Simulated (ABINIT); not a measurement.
Runs of ABINIT 10.8.3 (patched build) on NaF (Villiaumite). It takes space group Fm-3m (No. 225, cubic). Conventional cell: a = 4.640 Å, b = 4.640 Å, c = 4.640 Å, α = 90.00°, β = 90.00°, γ = 90.00°. Around Na (site symmetry m-3m) lie 6 F at 2.32 Å. F (site symmetry m-3m) is surrounded by 6 Na at 2.32 Å. 

```tsv
task	level	potentials or basis	cutoff (eV)	fine-grid cutoff	gap on the mesh (eV)	pressure (GPa)	V0 of scaled cells (Å³/atom)	B0 (GPa)
equation of state	r2SCAN	JTH PAW PBE v2.0	1306	1959.22 eV	-	-	12.27	53
band structure	LDA	JTH PAW LDA v2.0	1088	1687.11 eV	(b)	(a)	-	-
band structure	PBEsol	PseudoDojo NC SR PBEsol v0.4.1 standard	1197	-	6.18	-0.4	-	-
single point	PBEsol	PseudoDojo NC SR PBEsol v0.4.1 standard	1197	-	6.18	-0.4	-	-
band structure	r2SCAN	JTH PAW PBE v2.0	1306	1959.22 eV	7.10	-1.0	-	-
equation of state	PBEsol	PseudoDojo NC SR PBEsol v0.4.1 standard	1197	-	-	-	(c)	49
band structure	TB-mBJ	JTH PAW LDA v2.0	1306	1959.22 eV	11.09	-	-	-
```

Alike in all rows: no spin polarisation; cell as given; k mesh 10 × 10 × 10; smearing fermi-dirac 0.05 eV.

Estimate the missing entries.

(a) -3.9; (b) 5.93; (c) 12.39.

Caveats: the PAW data sets were made with another functional, which shifts forces and pressure a little (some runs); pressures at fixed basis lie under the slope of the energies (some runs); the constant c of TB-mBJ comes from the pseudo density here, which moves gaps by up to 0.3 eV between sets of potentials (some runs).

A k mesh can miss the band edges.
